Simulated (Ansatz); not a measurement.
# WC (Fm-3m) in Ansatz: convergence with k mesh

Aim: find how far k mesh must go before the results for WC settle, at PBE. This setting moves, with any that are tied to it; all else stays.

All numbers are computed with Ansatz 0.2.0; they aren't measurements. Logs are shortened: lines on timing, memory, paths and dates and some standing lists are left out, and cuts for length are marked.

## 1. The structure

Symmetry: Fm-3m, No. 225, cubic system. Conventional cell: a = 4.385 Å, b = 4.385 Å, c = 4.385 Å, α = 90.00°, β = 90.00°, γ = 90.00°. Around W (site symmetry m-3m) lie 6 C at 2.19 Å. Around C (site symmetry m-3m) lie 6 W at 2.19 Å.

Measurements of this composition are mostly on another form, of space group No. 187.

## 2. With k mesh 3 × 3 × 3

input.yaml

```yaml
crystal:
  lattice:
    - [0.0, 2.192684, 2.192684]
    - [2.192684, 0.0, 2.192684]
    - [2.192684, 2.192684, 0.0]
  atoms:
    - { symbol: W, position: [0.0, 0.0, 0.0] }
    - { symbol: C, position: [0.5, 0.5, 0.5] }
hamiltonian:
  xc: pbe
  pseudopotentials: { kind: paw_fr }
magnetization:
  noncollinear: true
  spin_orbit: true
kpoints:
  mp_grid: { grid: [3, 3, 3] }
scf:
  occupations: { method: fermi_dirac, width: 0.1 }
output:
  forces: true
  stress: true
  eigenvalues: true
```

Potentials or basis: Ansatz PAW.

Launch:

```
$ ansatz run input.yaml --threads 2 --pin off --max-ram 5632MiB --backend cpu --events-out ev --progress --plain --runs-dir out
```

Run time: 1.1 s. Hardware: 2 threads of Arm Neoverse V2, shared host; peak memory 0.3 GiB.

What came out:

```yaml
Free_energy: -10659.1560 eV
Pressure: 5.5 GPa
Band_gap_on_the_k_mesh: none (metal or under the smearing width)
```

## 3. With k mesh 4 × 4 × 4

Edit input.yaml of step 2 so:

```diff
@@ -15,3 +15,3 @@
 kpoints:
-  mp_grid: { grid: [3, 3, 3] }
+  mp_grid: { grid: [4, 4, 4] }
 scf:
```

Potentials or basis: Ansatz PAW.

Launch:

```
$ ansatz run input.yaml --threads 2 --pin off --max-ram 5632MiB --backend cpu --events-out ev --progress --plain --runs-dir out
```

Wall time 0.95 s (2 threads of Arm Neoverse V2, shared host); peak memory 0.31 GiB.

What came out:

```yaml
Free_energy: -10659.8940 eV
Pressure: -2.5 GPa
Band_gap_on_the_k_mesh: none (metal or under the smearing width)
```

## 4. With k mesh 5 × 5 × 5

Edit input.yaml of step 3 so:

```diff
@@ -15,3 +15,3 @@
 kpoints:
-  mp_grid: { grid: [4, 4, 4] }
+  mp_grid: { grid: [5, 5, 5] }
 scf:
```

Launch:

```
$ ansatz run input.yaml --threads 2 --pin off --max-ram 5632MiB --backend cpu --events-out ev --progress --plain --runs-dir out
```

Wall time 0.85 s (2 threads of Arm Neoverse V2, shared host); peak memory 0.31 GiB.

Results:

- Free energy: -10659.8111 eV
- Pressure: -2.0 GPa
- Band gap on the k mesh: none (metal or under the smearing width)

## 5. With k mesh 6 × 6 × 6

Edit input.yaml of step 4 so:

```diff
@@ -15,3 +15,3 @@
 kpoints:
-  mp_grid: { grid: [5, 5, 5] }
+  mp_grid: { grid: [6, 6, 6] }
 scf:
```

Launch:

```
$ ansatz run input.yaml --threads 2 --pin off --max-ram 5632MiB --backend cpu --events-out ev --progress --plain --runs-dir out
```

It took 1.1 s on 2 threads of Arm Neoverse V2, shared host; peak memory 0.32 GiB.

Results:

```yaml
Free_energy: -10659.7228 eV
Pressure: -0.5 GPa
Band_gap_on_the_k_mesh: none (metal or under the smearing width)
```

## 6. With k mesh 8 × 8 × 8

Edit input.yaml of step 5 so:

```diff
@@ -15,3 +15,3 @@
 kpoints:
-  mp_grid: { grid: [6, 6, 6] }
+  mp_grid: { grid: [8, 8, 8] }
 scf:
```

Potentials or basis: Ansatz PAW.

Launch:

```
$ ansatz run input.yaml --threads 2 --pin off --max-ram 5632MiB --backend cpu --events-out ev --progress --plain --runs-dir out
```

Wall time 1.9 s (2 threads of Arm Neoverse V2, shared host); peak memory 0.34 GiB.

Results (log left out):

```yaml
Free_energy: -10659.7660 eV
Pressure: -1.0 GPa
Band_gap_on_the_k_mesh: none (metal or under the smearing width)
```

## 7. With k mesh 9 × 9 × 9

Edit input.yaml of step 6 so:

```diff
@@ -15,3 +15,3 @@
 kpoints:
-  mp_grid: { grid: [8, 8, 8] }
+  mp_grid: { grid: [9, 9, 9] }
 scf:
```

Launch:

```
$ ansatz run input.yaml --threads 2 --pin off --max-ram 5632MiB --backend cpu --events-out ev --progress --plain --runs-dir out
```

Wall time 2.2 s (2 threads of Arm Neoverse V2, shared host); peak memory 0.36 GiB.

The run converged. Its results:

```yaml
Free_energy: -10659.7631 eV
Pressure: -1.0 GPa
Band_gap_on_the_k_mesh: none (metal or under the smearing width)
```

## 8. With k mesh 12 × 12 × 12

Edit input.yaml of step 7 so:

```diff
@@ -15,3 +15,3 @@
 kpoints:
-  mp_grid: { grid: [9, 9, 9] }
+  mp_grid: { grid: [12, 12, 12] }
 scf:
```

Launch:

```
$ ansatz run input.yaml --threads 2 --pin off --max-ram 5632MiB --backend cpu --events-out ev --progress --plain --runs-dir out
```

Run time: 4.1 s. Hardware: 2 threads of Arm Neoverse V2, shared host; peak memory 0.4 GiB.

The run converged. Its results:

```
Free energy            : -10659.7771 eV
Pressure               : -1.4 GPa
Band gap on the k mesh : none (metal or under the smearing width)
```

## 9. With k mesh 14 × 14 × 14

Edit input.yaml of step 8 so:

```diff
@@ -15,3 +15,3 @@
 kpoints:
-  mp_grid: { grid: [12, 12, 12] }
+  mp_grid: { grid: [14, 14, 14] }
 scf:
```

Potentials or basis: Ansatz PAW.

Launch:

```
$ ansatz run input.yaml --threads 2 --pin off --max-ram 5632MiB --backend cpu --events-out ev --progress --plain --runs-dir out
```

It took 5.8 s on 2 threads of Arm Neoverse V2, shared host; peak memory 0.43 GiB.

The run converged. Its results:

```
Free energy            : -10659.7718 eV
Pressure               : -1.3 GPa
Band gap on the k mesh : none (metal or under the smearing width)
```

## 10. With k mesh 17 × 17 × 17

Edit input.yaml of step 9 so:

```diff
@@ -15,3 +15,3 @@
 kpoints:
-  mp_grid: { grid: [14, 14, 14] }
+  mp_grid: { grid: [17, 17, 17] }
 scf:
```

Potentials or basis: Ansatz PAW.

Launch:

```
$ ansatz run input.yaml --threads 2 --pin off --max-ram 5632MiB --backend cpu --events-out ev --progress --plain --runs-dir out
```

Output:

```text
Warning: RAYON_NUM_THREADS=2 ignored (pool sized by the plan → 2); use --threads N
Engine: ansatz 0.2.0, aarch64-unknown-linux-gnu
Pseudopotentials: kind: paw_fr
Pseudopotential: W, paw_fr, valence charge 14, recommended cutoff 420 eV (normal), W.paw.azcp#standard-fr
Pseudopotential: C, paw_fr, valence charge 4, recommended cutoff 420 eV (normal), C.paw.azcp#standard-fr
Functional definition: PBE
  parameter kappa = 0.804
  parameter beta = 0.06672455060314922
  exchange = pbe_x(kappa = kappa, mu = beta*pi^2/3)
  correlation = pbe_c(beta = beta)
non-collinear run that drives no moment, with spin-orbit: no starting moment large enough to seed its density (crystal.atoms[].spin), no starting occupations that ask for one, no magnetisation constraint and no magnetic field, so the semilocal B_xc is pinned to zero
Crystal: 2 atoms, lattice volume = 21.084 Å³
Basis set: ecut = 420 eV, 411 PW (Γ), exchange–correlation on 48×48×48 points (8 copies of the dense FFT grid, shifted against one another)
Bands: 26, of which v1, the nominal top of the filled ones, is band 18 counted from 1 (17 counted from 0)
Symmetry: 48 space group operations + 48 with time reversal
Magnetic group: BNS 225.117 (UNI 1619), of the structure as read, at distance tolerance 2.8e-5 Å
k-points: 165 of 4913
Projection manifold: j_resolved (fully-relativistic pseudo-atomic orbitals)
Non-local potential: W, projectors of the file, l = 0: 3, l = 1: 4, l = 2: 4, l = 3: 2
Non-local potential: C, projectors of the file, l = 0: 2, l = 1: 4, l = 2: 2
PAW form: soft (Blöchl's): semilocal exchange-correlation on the pseudo side does not see the compensation charge
PAW one-centre angular grid: W, 590 points (default); XC on 64 Gauss nodes
PAW one-centre angular grid: C, 110 points (default); XC on 64 Gauss nodes
Initial density: superposition of atomic densities (chi_scale 0.1, normalization cell, long waves kept (reshape's long-wave potential 0.00 eV rms))
[... 18 lines left out ...]
  site 1: m = (+0.0000, +0.0000, +0.0000) μB, |m| = 0.0000 μB  (R = 0.90 Å)
Free energy (F): -10659.772514 eV
Harris-Foulkes:  -10659.772514 eV  (|F-HF|=2.18e-11)
Internal energy: -10659.737442 eV  (E = F + TS)
E sigma→0 (E₀):  -10659.754978 eV
Entropy (-TS):   -0.035072 eV (-17.536 meV/atom)
Fermi energy:    21.754907 eV
--- Per-component energies (eV) ---
  E_band       = -64.631179
  E_kinetic    = 541.509667
  E_local      = -659.704633  (includes V_loc(G=0)·N_el)
  E_nonlocal   = 21.444810
  E_hartree    = 230.853846
  E_xc         = -315.713073
  E_vxc        = -299.643890  (∫ρ·V_xc dr)
  E_paw        = -8681.950309  (= ΣΔE_a)
  E_vpaw       = -129.944821  (= ΣTr[D̂ρ^β])
  E_aug_tail   = -0.000066  (compensation charges beyond the density's cutoff)
  E_ewald      = -1796.177684
  E_smearing   = -0.035072  (= −TS)
  E_closure    = 0.000000  (closes the sum)
  Σ components = -10659.772514   (vs F -10659.772514, Δ=0.00e0)
--- Forces (eV/Å), atoms counted from 1 ---
  atom   1  W     -0.00000000     0.00000000     0.00000000
  atom   2  C      0.00000000     0.00000000     0.00000000
  max |Σ_I F_I| component: 2.42e-29 eV/Å
--- Stress (GPa, compression-positive) ---
       -1.250029       0.000000       0.000000
       -0.000000      -1.250029       0.000000
        0.000000      -0.000000      -1.250029
  P = ⅓ Tr σ = -1.2500 GPa (-12.500 kbar)
--- Band table (eV; the first three rows and the last of 165) ---
  k-point 0: bands = ["-53.4298", "-53.4298", "-24.7423", "-24.7423", "-14.8584", "-14.8584", "-14.8584", "-14.8584", "5.9804", "5.9804", "18.8483", "18.8483", "18.8483", "18.8483", "19.3121", "19.3121", "20.5424", "20.5424", "20.7934", "20.7934", "20.7934", "20.7934", "20.9079", "20.9079", "20.9079", "20.9079", "28.2208", "28.2208", "31.4556", "31.4556", "44.6995", "44.6995", "44.6995", "44.6995"]
  k-point 1: bands = ["-53.4285", "-53.4285", "-24.7468", "-24.7468", "-14.8773", "-14.8773", "-14.8611", "-14.8611", "6.0778", "6.0778", "18.5837", "18.5837", "18.7353", "18.7353", "19.1715", "19.1715", "19.7389", "19.7389", "19.9745", "19.9745", "20.9021", "20.9021", "21.9957", "21.9957", "22.0300", "22.0300", "28.4105", "28.4105", "31.6863", "31.6863", "43.0748", "43.0748", "44.2672", "44.2672"]
  k-point 2: bands = ["-53.4249", "-53.4249", "-24.7597", "-24.7597", "-14.9311", "-14.9311", "-14.8688", "-14.8688", "6.3641", "6.3641", "17.8185", "17.8185", "18.1711", "18.1711", "18.4519", "18.4519", "19.6469", "19.6469", "19.7934", "19.7934", "21.1840", "21.1840", "23.3135", "23.3135", "23.3368", "23.3368", "28.9110", "28.9110", "32.3247", "32.3247", "41.1309", "41.1309", "42.9202", "42.9202"]
  k-point 164: bands = ["-53.3800", "-53.3800", "-24.9167", "-24.9167", "-15.3299", "-15.3299", "-15.1912", "-15.1912", "9.0992", "9.0992", "15.2008", "15.2008", "15.5874", "15.5874", "16.0467", "16.0467", "21.9922", "21.9922", "22.4142", "22.4142", "24.0746", "24.0746", "25.3846", "25.3846", "26.8446", "26.8446", "33.4808", "33.4808", "34.1252", "34.1252", "34.7341", "34.7341", "37.6742", "37.6742"]
```

It took 9 s on 2 threads of Arm Neoverse V2, shared host; peak memory 0.49 GiB.

What came out:

* Free energy: -10659.7725 eV
* Pressure: -1.3 GPa
* Band gap on the k mesh: none (metal or under the smearing width)

## 11. The series at a glance

| k mesh | energy less the tightest run, at zero smearing (meV/atom) | pressure (GPa) | SCF cycles | CPU time (s) | peak memory (GiB) |
| --- | --- | --- | --- | --- | --- |
| 3 × 3 × 3 | 320.94 | 5.55 | 7 | 1.9 | 0.3 |
| 4 × 4 × 4 | -62.30 | -2.52 | 7 | 1.6 | 0.31 |
| 5 × 5 × 5 | -20.66 | -1.97 | 7 | 1.5 | 0.31 |
| 6 × 6 × 6 | 26.33 | -0.53 | 7 | 1.9 | 0.32 |
| 8 × 8 × 8 | 5.53 | -0.99 | 8 | 3.5 | 0.34 |
| 9 × 9 × 9 | 6.56 | -1.01 | 8 | 4.2 | 0.36 |
| 12 × 12 × 12 | -3.87 | -1.40 | 8 | 8 | 0.4 |
| 14 × 14 × 14 | 0.54 | -1.26 | 8 | 11 | 0.43 |
| 17 × 17 × 17 | 0.00 | -1.25 | 8 | 18 | 0.49 |

Against the tightest run, the energy stays within 1 meV/atom from 14 × 14 × 14 on; the pressure stays within 0.1 GPa from 14 × 14 × 14 on. Meshes of other sizes hit other points, so gaps and Fermi surfaces needn't settle smoothly. The tightest run that finished is the yardstick and may itself not be fully converged.
